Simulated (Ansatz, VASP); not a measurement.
# B7As7H20: VASP beside Ansatz

```
CELL_PARAMETERS angstrom
15.10000 0.00000 0.00000
0.00000 15.40000 0.00000
0.00000 0.00000 15.70000
ATOMIC_POSITIONS crystal
B 0.38478 0.38704 0.38920
B 0.38750 0.54694 0.54605
B 0.70954 0.54682 0.54592
B 0.54788 0.38970 0.54606
B 0.54775 0.70545 0.54591
B 0.54789 0.54696 0.39181
B 0.54774 0.54681 0.70152
As 0.46735 0.46799 0.32056
As 0.47066 0.47124 0.62075
As 0.46735 0.31705 0.46860
As 0.47066 0.62310 0.47179
As 0.31340 0.46799 0.46860
As 0.62554 0.47124 0.47180
As 0.62311 0.62071 0.61841
H 0.33893 0.34206 0.34507
H 0.40988 0.51767 0.25789
H 0.51802 0.41163 0.25789
H 0.40982 0.41157 0.67167
H 0.33905 0.59076 0.58902
H 0.75122 0.49710 0.58988
H 0.75121 0.59163 0.49715
H 0.40988 0.25316 0.51733
H 0.51802 0.25317 0.41332
H 0.40982 0.67501 0.41326
H 0.59257 0.34218 0.58903
H 0.49704 0.74632 0.58987
H 0.59345 0.74631 0.49714
H 0.24825 0.41163 0.51733
H 0.24825 0.51767 0.41331
H 0.67849 0.41158 0.41326
H 0.59257 0.59077 0.34520
H 0.49704 0.59163 0.74160
H 0.59345 0.49709 0.74160
H 0.68116 0.67763 0.67424
```

Alike in both runs: functional PBE; k mesh 1 × 1 × 1; occupations gaussian, width 0.05 eV; no spin polarisation.

Ansatz relaxed the structure, and its values are those at the end. VASP's run is a single point on that final structure, the one shown.

|  | VASP | Ansatz |
| --- | --- | --- |
| version | VASP 6.6.1 | Ansatz 0.2.0 |
| potentials or method | VASP PAW PBE potentials, release 64 (B, As, H) | scalar-relativistic, plane waves, PAW |
| plane-wave cutoff (eV) | 520 | 420 |
| valence electrons in the cell | 76 | 146 |

```tsv
	VASP	Ansatz	Ansatz less VASP
gap on the k mesh at the Fermi level (eV)	3.92	3.93	+0.004
least direct gap on the mesh (eV)	3.92	3.93	+0.004
rms of the force components (eV/Å)	0.033	0.005	-0.0285
```

The two sets of potentials don't hold the same shells in valence. Ansatz warned: «xc_potential_rough_in_thin_density».
